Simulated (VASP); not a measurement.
# CdSe (Fm-3m) in VASP: a series of runs, part 3 of 3

VASP 6.6.1. The steps go on from the part before.

### Step 4. Single point, PBE

Contents of INCAR:

```
  PREC = Accurate
  ENCUT = 450
  EDIFF = 1E-6
  ISMEAR = 0
  SIGMA = 0.02
  LREAL = F
  LASPH = T
  NELM = 60
  ALGO = Fast
  ISIF = 2
  LWAVE = F
  LCHARG = T
  GGA = PE
  LELF = T
  LVHAR = T
  NBANDS = 16
```

Contents of KPOINTS:

```
Automatic mesh
0
Gamma
  4 4 4
```

Contents of POSCAR:

```
CdSe
1.0
    0.0000000000      2.8739580000      2.8739580000
    2.8739580000      0.0000000000      2.8739580000
    2.8739580000      2.8739580000      0.0000000000
Cd Se
1 1
Direct
    0.0000000000      0.0000000000      0.0000000000
    0.5000000000      0.5000000000      0.5000000000
```

Potentials or basis: VASP PAW PBE potentials, release 64 (Cd_GW, Se_GW).

Command:

```
$ cat potpaw_PBE.64/Cd_GW/POTCAR potpaw_PBE.64/Se_GW/POTCAR > POTCAR
$ mpirun -np 1 vasp_std > vasp.out
```

OUTCAR:

```text
PREC = Accurate
   ENCUT = 450
   EDIFF = 1E-6
   ISMEAR = 0
   LREAL = F
   LASPH = T
   NELM = 60
   ISIF = 2
   GGA = PE

 ion  position               nearest neighbor table
   1  0.000  0.000  0.000-   2 2.87   2 2.87   2 2.87   2 2.87   2 2.87   2 2.87
   2  0.500  0.500  0.500-   1 2.87   1 2.87   1 2.87   1 2.87   1 2.87   1 2.87

  LATTYP: Found a face centered cubic cell.
 ALAT       =     5.7479160000

  Lattice vectors:

 A1 = (   0.0000000000,   2.8739580000,   2.8739580000)
 A2 = (   2.8739580000,   0.0000000000,   2.8739580000)
 A3 = (   2.8739580000,   2.8739580000,   0.0000000000)

Analysis of symmetry for initial positions (statically):
=====================================================================
 Subroutine PRICEL returns:
 Original cell was already a primitive cell.

 Routine SETGRP: Setting up the symmetry group for a
 face centered cubic supercell.

 Subroutine GETGRP returns: Found 48 space group operations
 (whereof 48 operations were pure point group operations)
 out of a pool of 48 trial point group operations.

The static configuration has the point symmetry O_h .

Analysis of symmetry for dynamics (positions and initial velocities):
=====================================================================
 Subroutine PRICEL returns:
 Original cell was already a primitive cell.

 Routine SETGRP: Setting up the symmetry group for a
 face centered cubic supercell.

 Subroutine GETGRP returns: Found 48 space group operations
 (whereof 48 operations were pure point group operations)
 out of a pool of 48 trial point group operations.

The dynamic configuration has the point symmetry O_h .

 Subroutine INISYM returns: Found 48 space group operations
 (whereof 48 operations are pure point group operations),
 and found     1 'primitive' translations

----------------------------------------------------------------------------------------

                                     Primitive cell

  volume of cell :      47.4757

  direct lattice vectors                    reciprocal lattice vectors
     0.000000000  2.873958000  2.873958000    -0.173976098  0.173976098  0.173976098
     2.873958000  0.000000000  2.873958000     0.173976098 -0.173976098  0.173976098
     2.873958000  2.873958000  0.000000000     0.173976098  0.173976098 -0.173976098

  length of vectors
     4.064390381  4.064390381  4.064390381     0.301335442  0.301335442  0.301335442

  position of ions in fractional coordinates (direct lattice)
     0.000000000  0.000000000  0.000000000
     0.500000000  0.500000000  0.500000000

  ion indices of the primitive-cell ions
   primitive index   ion index
                 1           1
                 2           2

----------------------------------------------------------------------------------------

 KPOINTS: Automatic mesh

Automatic generation of k-mesh.
 Grid dimensions read from file:
 generate k-points for:    4    4    4

 Generating k-lattice:

  Cartesian coordinates                     Fractional coordinates (reciprocal lattice)
    -0.043494025  0.043494025  0.043494025     0.250000000  0.000000000  0.000000000
     0.043494025 -0.043494025  0.043494025     0.000000000  0.250000000  0.000000000
     0.043494025  0.043494025 -0.043494025     0.000000000  0.000000000  0.250000000

  Length of vectors
     0.075333860  0.075333860  0.075333860

  Shift w.r.t. Gamma in fractional coordinates (k-lattice)
     0.000000000  0.000000000  0.000000000

 Subroutine IBZKPT returns following result:
 ===========================================

 Found      8 irreducible k-points:

 Following reciprocal coordinates:
            Coordinates               Weight
  0.000000  0.000000  0.000000      1.000000
  0.250000  0.000000  0.000000      8.000000
  0.500000  0.000000  0.000000      4.000000
  0.250000  0.250000  0.000000      6.000000
  0.500000  0.250000  0.000000     24.000000
 -0.250000  0.250000  0.000000     12.000000
  0.500000  0.500000  0.000000      3.000000
 -0.250000  0.500000  0.250000      6.000000
   k-points           NKPTS =      8   k-points in BZ     NKDIM =      8   number of bands    NBANDS=     16
   number of dos      NEDOS =    301   number of ions     NIONS =      2
   total plane-waves  NPLWV =  21952
   dimension x,y,z NGX =    28 NGY =   28 NGZ =   28
   dimension x,y,z NGXF=    56 NGYF=   56 NGZF=   56
   ions per type =               1   1
   NGX,Y,Z   is equivalent  to a cutoff of  11.45, 11.45, 11.45 a.u.
   NGXF,Y,Z  is equivalent  to a cutoff of  22.91, 22.91, 22.91 a.u.
 SYSTEM =  unknown system
   PREC   = accura    normal or accurate (medium, high low for compatibility)
   ISTART =      0    job   : 0-new  1-cont  2-samecut
   ICHARG =      2    charge: 1-file 2-atom 10-const
   ISPIN  =      1    spin polarized calculation?
   LNONCOLLINEAR =      F non collinear calculations
   LSORBIT =      F    spin-orbit coupling
   LASPH  =      T    aspherical Exc in radial PAW
   ENCUT  =  450.0 eV  33.07 Ry    5.75 a.u.   7.03  7.03  7.03*2*pi/ulx,y,z
   NELM   =     60;   NELMIN=  2; NELMDL= -5     # of ELM steps
   EDIFF  = 0.1E-05   stopping-criterion for ELM
   LREAL  =      F    real-space projection
   EDIFFG = 0.1E-04   stopping-criterion for IOM
   NSW    =      0    number of steps for IOM
   IBRION =     -1    ionic relax: 0-MD 1-quasi-New 2-CG
   NFREE  =      0    steps in history (QN), initial steepest desc. (CG)
   ISIF   =      2    stress and relaxation
   ISYM   =      2    0-nonsym 1-usesym 2-fastsym
   POTIM  = 0.5000    time-step for ionic-motion
   TEBEG  =    0.0;   TEEND  =   0.0 temperature during run
   PSTRESS=    0.0 pullay stress
   NELECT =      18.0000    total number of electrons
   NUPDOWN=      -1.0000    fix difference up-down
   EMIN   =  10.00;   EMAX   =-10.00  energy-range for DOS
   EFERMI =   0.00;   METHOD = LEGACY
   ISMEAR =     0;   SIGMA  =   0.02  broadening in eV -4-tet -1-fermi 0-gaus
   EFERMI_NEDOS =   21; number of points for ismear=-14 and -15
   IALGO  =     68    algorithm
   IMIX   =      4    mixing-type and parameters
     AMIX     =   0.40;   BMIX     =  1.00
     AMIX_MAG =   1.60;   BMIX_MAG =  1.00
  volume/ion in A,a.u.               =      23.74       160.19
  Fermi-wavevector in a.u.,A,eV,Ry     =   1.184882  2.239103 19.101849  1.403946
  Thomas-Fermi vector in A             =   2.321088
   LORBIT       =      0    0 simple, 1 ext, 2 COOP (PROOUT), +10 PAW based schemes
   GGA     = PE    functional components
   LHFCALC =     F    Hartree Fock is set to
   AEXX    =    0.0000 exact exchange contribution
   IVDW    =     0    specifies the selected vdW correction
   LEPSILON=     F    determine dielectric tensor
   LRPA    =     F    only Hartree local field effects (RPA)
 non-spin polarized calculation
 RMM-DIIS sequential band-by-band and
 Gauss-broadening in eV      SIGMA  =   0.02
  energy-cutoff  :      450.00
  volume of cell :       47.48
 maximum number of plane-waves:      1056
   NGX = 13   NGY = 13   NGZ = 13

 number of electron      18.0000008 magnetization

 Free energy of the ion-electron system (eV)
  ---------------------------------------------------
  ext. energy  EPLUGINS =         0.00000000
  ---------------------------------------------------
  free energy    TOTEN  =        -5.15545204 eV

  energy without entropy =       -5.15411138  energy(sigma->0) =       -5.15478171

 E-fermi :   3.6069     XC(G=0): -10.0045

 val. band max:        3.6024002417   @ k =   0.5000   0.0000   0.0000
 cond. band min:       3.7357244127   @ k =   0.0000   0.0000   0.0000
 fundamental gap:      0.1333241710
 Fermi energy:         3.6069064402

 k-point     1 :       0.0000    0.0000    0.0000
  band No.  band energies     occupation
      1      -9.2354      2.00000
      2      -4.2437      2.00000
      3      -4.2437      2.00000
      4      -4.2277      2.00000
      5      -4.2277      2.00000
      6      -4.2277      2.00000
[... 8 lines left out ...]
     15      13.4098      0.00000
     16      13.7680      0.00000
[... 115 lines left out ...]
 k-point     8 :      -0.2500    0.5000    0.2500
  band No.  band energies     occupation
      1      -8.3543      2.00000
      2      -4.3418      2.00000
      3      -4.2179      2.00000
      4      -4.2179      2.00000
      5      -4.0415      2.00000
      6      -3.7047      2.00000
[... 8 lines left out ...]
     15      15.5649      0.00000
     16      18.5054      0.00000

------------------------ aborting loop because EDIFF is reached ----------------------------------------

  FORCE on cell =-STRESS in cart. coord.  units (eV):
  Direction    XX          YY          ZZ          XY          YZ          ZX
  --------------------------------------------------------------------------------------
  -------------------------------------------------------------------------------------
  Total       -0.0003572     -0.0003572     -0.0003572     -0.0000000     -0.0000000     -0.0000000
  in kB       -0.0120538     -0.0120538     -0.0120538     -0.0000000     -0.0000000     -0.0000000
  external PRESSURE =      -0.0120538 kB  Pullay stress =       0.0000000 kB

 VOLUME and BASIS-vectors are now :
 -----------------------------------------------------------------------------
  energy-cutoff  :      450.00
  volume of cell :       47.48
      direct lattice vectors                 reciprocal lattice vectors
     0.000000000  2.873958000  2.873958000    -0.173976098  0.173976098  0.173976098
     2.873958000  0.000000000  2.873958000     0.173976098 -0.173976098  0.173976098
     2.873958000  2.873958000  0.000000000     0.173976098  0.173976098 -0.173976098

 POSITION                                       TOTAL-FORCE (eV/Angst)
 -----------------------------------------------------------------------------------
      0.00000      0.00000      0.00000         0.000000      0.000000      0.000000
      2.87396      2.87396      2.87396         0.000000      0.000000      0.000000
 -----------------------------------------------------------------------------------
    total drift:                               -0.000000      0.000000      0.000000

  FREE ENERGIE OF THE ION-ELECTRON SYSTEM (eV)
  ---------------------------------------------------
  free  energy   TOTEN  =        -5.1554520368 eV

  energy  without entropy=       -5.1541113792  energy(sigma->0) =       -5.15478171
```

OSZICAR:

```text
N       E                     dE             d eps       ncg     rms          rms(c)
DAV:   1     0.842778080468E+02    0.84278E+02   -0.86541E+03   296   0.924E+02
DAV:   2    -0.117351055307E+01   -0.85451E+02   -0.81838E+02   360   0.261E+02
DAV:   3    -0.552219844797E+01   -0.43487E+01   -0.43355E+01   344   0.533E+01
DAV:   4    -0.559814287950E+01   -0.75944E-01   -0.75924E-01   376   0.664E+00
DAV:   5    -0.560018257981E+01   -0.20397E-02   -0.20397E-02   336   0.103E+00    0.507E+00
RMM:   6    -0.517601586457E+01    0.42417E+00   -0.50541E-01   288   0.434E+00    0.379E+00
RMM:   7    -0.515759099490E+01    0.18425E-01   -0.68482E-02   332   0.134E+00    0.190E+00
RMM:   8    -0.515542917532E+01    0.21618E-02   -0.70646E-03   344   0.975E-01    0.100E-01
RMM:   9    -0.515540139917E+01    0.27776E-04   -0.12178E-03   370   0.371E-01    0.332E-02
RMM:  10    -0.515544903589E+01   -0.47637E-04   -0.27858E-04   392   0.162E-01    0.137E-02
RMM:  11    -0.515545507070E+01   -0.60348E-05   -0.55765E-05   378   0.790E-02    0.117E-02
RMM:  12    -0.515545213124E+01    0.29395E-05   -0.85017E-06   318   0.330E-02    0.160E-03
RMM:  13    -0.515545203683E+01    0.94410E-07   -0.27508E-06   247   0.205E-02
   1 F= -.51554520E+01 E0= -.51547817E+01  d E =-.134066E-02
```

It took 4.5 s on 1 thread of AMD EPYC 9R45 (Zen 5), shared host; peak memory 0.13 GiB.

What came out:

* Free energy: -5.1555 eV
* Pressure: 0.0 GPa
* Band gap on the k mesh: none (metal or under the smearing width)

Levels at points of the mesh, in eV from the Fermi level:
```
           k point  band 5  band 6  band 7  band 8  band 9  band 10  band 11  band 12  band 13  band 14
(0.00, 0.00, 0.00)   -7.83   -7.83   -0.58   -0.58   -0.58     0.13     8.70     8.70     8.70     9.80
(0.50, 0.00, 0.00)   -7.70   -7.70   -4.87    0.00    0.00     3.07     5.32     5.32     5.96    11.30
(0.50, 0.50, 0.00)   -7.65   -7.17   -4.02   -2.00   -2.00    -0.39     5.54     9.72    10.32    10.32
```

Caveat: the k mesh is coarse (spacing up to 0.47 Å⁻¹), so the values aren't converged.

### Step 5. The reference run

An earlier run on the cell as given: functional PBE; potentials or basis VASP PAW PBE potentials, release 64 (Cd, Se); cutoff 520 eV; k mesh 8 × 8 × 8; occupations fermi-dirac, width 0.05 eV; no spin polarisation.

* Pressure: 0.0 GPa
* Band gap on the k mesh: none (metal or under the smearing width)

### Step 6. The runs side by side

```csv
potentials or basis,k mesh,cutoff (eV),smearing,mesh quality,gap on the mesh (eV),pressure (GPa)
"VASP PAW PBE potentials, release 64 (Cd_GW, Se_GW)",4 × 4 × 4,400,gaussian 0.02 eV,coarse,none,-0.2
"VASP PAW PBE potentials, release 64 (Cd_GW, Se_GW)",4 × 4 × 4,500,gaussian 0.02 eV,coarse,none,0.0
"VASP PAW PBE potentials, release 64 (Cd_GW, Se_GW)",4 × 4 × 4,450,gaussian 0.02 eV,coarse,none,0.0
"VASP PAW PBE potentials, release 64 (Cd, Se)",8 × 8 × 8,520,fermi-dirac 0.05 eV,not flagged,none,0.0
```

Alike in all rows: task single point; level PBE; no spin polarisation; cell as given.

Caveats: some runs use coarse meshes.

Total energies depend on the potentials used, so only differences within one code and one set of settings carry meaning.
